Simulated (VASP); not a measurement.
## VASP 6.6.1 run: GaSb

INCAR

```
PREC = Accurate
NELM = 50
LREAL = .FALSE.
NBANDS = 16
IBRION = -1
EDIFF = 1E-7
GGA = PE
LASPH = .TRUE.
ISMEAR = -1
ISIF = 2
SIGMA = 0.02
ENCUT = 520
LWAVE = .FALSE.
LCHARG = .FALSE.
NSW = 0
```

KPOINTS

```
KPOINTS created by Atomic Simulation Environment
0
Gamma
1 1 1
0 0 0
```

POSCAR

```
Ga Sb
 1.0000000000000000
     0.0000000000000000    2.9729885120000001    3.1429239552000001
     2.9729885120000001    0.0000000000000000    3.1429239552000001
     2.9729885120000001    2.9729885120000001    0.0000000000000000
 Ga  Sb
   1   1
Cartesian
  0.0000000000000000  0.0000000000000000  0.0000000000000000
  1.4864942560000001  1.4864942560000001  1.5714619776000001
```

The recommended PBE PAW datasets give the neutral cell 18 valence electrons.

Command

```
mpirun -np 1 vasp_std
```

Q: How does this run end, and what does it give?

A: It converged. Results: gap between bands v and c on the k mesh 0.03 eV; least direct gap on the k mesh 0.03 eV; pressure 61.7 GPa. Band v is the last that the valence electrons fill when counted band by band, and c is the next.

OSZICAR

```
N       E                     dE             d eps       ncg     rms          rms(c)
DAV:   1     0.920783837817E+02    0.92078E+02   -0.84903E+03    32   0.153E+03
DAV:   2     0.146219871061E+02   -0.77456E+02   -0.75830E+02    32   0.242E+02
DAV:   3     0.938617621758E+01   -0.52358E+01   -0.50022E+01    32   0.572E+01
DAV:   4     0.923350076665E+01   -0.15268E+00   -0.15153E+00    48   0.968E+00
DAV:   5     0.923044868523E+01   -0.30521E-02   -0.30518E-02    32   0.132E+00    0.547E+00
DAV:   6     0.983048541780E+01    0.60004E+00   -0.42313E+00    48   0.110E+01    0.307E+00
DAV:   7     0.100630762479E+02    0.23259E+00   -0.39136E-01    40   0.768E+00    0.230E+00
DAV:   8     0.101241873646E+02    0.61111E-01   -0.18870E-01    32   0.212E+00    0.989E-01
DAV:   9     0.101148032558E+02   -0.93841E-02   -0.20856E-02    48   0.124E+00    0.356E-01
DAV:  10     0.101121211093E+02   -0.26821E-02   -0.20314E-03    32   0.350E-01    0.130E-01
DAV:  11     0.101117546052E+02   -0.36650E-03   -0.62726E-04    32   0.141E-01    0.323E-02
DAV:  12     0.101116781758E+02   -0.76429E-04   -0.59299E-05    32   0.510E-02    0.442E-02
DAV:  13     0.101116728453E+02   -0.53304E-05   -0.42671E-05    32   0.660E-02    0.705E-03
DAV:  14     0.101116709952E+02   -0.18501E-05   -0.24182E-06    48   0.145E-02    0.926E-03
DAV:  15     0.101116708156E+02   -0.17959E-06   -0.20093E-06    40   0.121E-02    0.345E-03
DAV:  16     0.101116708837E+02    0.68082E-07   -0.10558E-07    24   0.271E-03
   1 F= 0.10111671E+02 E0= 0.10146080E+02  d E =-.688189E-01
```

These settings aren't sound, so the numbers aren't properties of the crystal.

The fault: one k point for a small cell.

On sound settings PBE gives a gap of 0.11 eV on its mesh and a pressure of 4.1 GPa for the intended cell. This run's energy (σ→0) differs from it by 8720 meV an atom.
